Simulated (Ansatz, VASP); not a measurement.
Two plane-wave programs on MgI2

File INCAR:

```
PREC = Accurate ; ENCUT = 520
EDIFF = 1E-7 ; ISMEAR = 0
SIGMA = 0.05 ; LREAL = F
LASPH = T ; NELM = 60
ALGO = Normal ; ISIF = 2
LWAVE = F ; LCHARG = T
GGA = PE ; LELF = T
LVHAR = T ; NBANDS = 15
```

File KPOINTS:

```
regular mesh
0
Gamma
  6 6 4
```

File POSCAR:

```
MgI2
1.0
    4.2295124603      0.0000000000      0.0000000000
   -2.1147562301      3.6628652362      0.0000000000
    0.0000000000      0.0000000000      7.8531465561
Mg I
1 2
Direct
    0.0000000000      0.0000000000      0.0000000000
    0.3333333333      0.6666666667      0.8050686935
    0.6666666667      0.3333333333      0.1949313065
```

Input for Ansatz:

```yaml
crystal:
  lattice:
    - [4.2295124603, 0.0, 0.0]
    - [-2.1147562301, 3.6628652362, 0.0]
    - [0.0, 0.0, 7.8531465561]
  atoms:
    - { symbol: Mg, position: [0.0, 0.0, 0.0] }
    - { symbol: I, position: [0.3333333333, 0.6666666667, 0.8050686935] }
    - { symbol: I, position: [0.6666666667, 0.3333333333, 0.1949313065] }
basis:
  ecutwfc: 520.0
kpoints:
  mp_grid: { grid: [6, 6, 4] }
hamiltonian:
  xc: pbe
scf:
  occupations: { method: gaussian, width: 0.05 }
output:
  forces: true
  stress: true
  eigenvalues: true
```

Alike in both runs: task single point; functional PBE; k mesh 6 × 6 × 4; occupations gaussian, width 0.05 eV; no spin polarisation.

```csv
,VASP,Ansatz
version,VASP 6.6.1,Ansatz 0.2.0
potentials or method,"VASP PAW PBE potentials, release 64 (Mg, I)","scalar-relativistic, plane waves, PAW"
plane-wave cutoff (eV),520,520
valence electrons in the cell,16,44
```

```tsv
	VASP	Ansatz	Ansatz less VASP
gap on the k mesh at the Fermi level (eV)	3.74	3.76	+0.017
least direct gap on the mesh (eV)	3.99	4.01	+0.013
pressure (GPa)	1.7	1.8	+0.04
largest component of the traceless stress (GPa)	1.04	1.03	-0.009
rms of the force components (eV/Å)	0.327	0.331	+0.0045
```

Atom by atom the forces differ by 0.005 eV/Å (rms over components). The two sets of potentials don't hold the same shells in valence.

Caveats: spin-orbit coupling is left out, which moves the levels of the heavy elements; this functional lacks dispersion, which binds the layers, so the pressure and a relaxed spacing across them are unreliable. A k mesh can miss the band edges.
